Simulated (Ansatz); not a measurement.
# KI: the cell at several levels of theory

One table from this session's results is given with a row withheld; the runs are named, their logs left out.

The runs shown are made with Ansatz 0.2.0. PAW datasets, plane waves, zero pressure. Spin-unpolarised throughout; all numbers are computed.

## Starting point

The symmetry is Fm-3m (No. 225, cubic); a = 7.066 Å in the conventional setting, 44.09 Å³ an atom. Around K lie 6 I at 3.53 Å; around I lie 6 K at 3.53 Å.

As a file:

```xyz
2
Lattice="0.0000 3.5328 3.5328 3.5328 0.0000 3.5328 3.5328 3.5328 0.0000" Properties=species:S:1:pos:R:3 pbc="T T T"
K     0.0000    0.0000    0.0000
I     3.5328    3.5328    3.5328
```

The first run:

The input, input.yaml:

```yaml
crystal:
  lattice:
    - [0.0, 3.532775, 3.532775]
    - [3.532775, 0.0, 3.532775]
    - [3.532775, 3.532775, 0.0]
  atoms:
    - { symbol: K, position: [0.0, 0.0, 0.0] }
    - { symbol: I, position: [0.5, 0.5, 0.5] }
kpoints:
  mp_grid: { grid: [6, 6, 6] }
hamiltonian:
  xc: pbe
scf:
  occupations: { method: fermi_dirac, width: 0.02 }
relax:
  f_tol: 0.005
  cell: {}
```

On the command line:

```sh
> ansatz run input.yaml --threads 2 --pin off --max-ram 2211MiB --backend cpu --events-out ev --progress --plain --runs-dir out
```

Among the steps run: PBE: cell and atoms; r2SCAN: cell and atoms; Relaxing with PBEsol; LDA: cell and atoms; Relaxation with HSE06.

One table of the session follows, with a row left open; its other results are not shown here.

It belongs to the step «The cells side by side». 

```
 level  a (Å)  volume (Å³/atom)
   PBE  7.176            46.198
r2SCAN  7.089            44.534
PBEsol  7.009            43.036
   LDA      ?                 ?
 HSE06  7.143            45.563
```

Estimate the missing values for LDA.

As computed: a (Å): 6.824; volume (Å³/atom): 39.724. In the column «a (Å)» it is the lowest.

The first relaxation changed the volume by +4.8 % from the start. The volume runs from LDA (least) to PBE (most), a spread of 16.3 %, or 5.2 % in length if all axes shared it alike. The meshes differ: PBE 6×6×6, r2SCAN 6×6×6, PBEsol 6×6×6, LDA 6×6×6, HSE06 4×4×4.
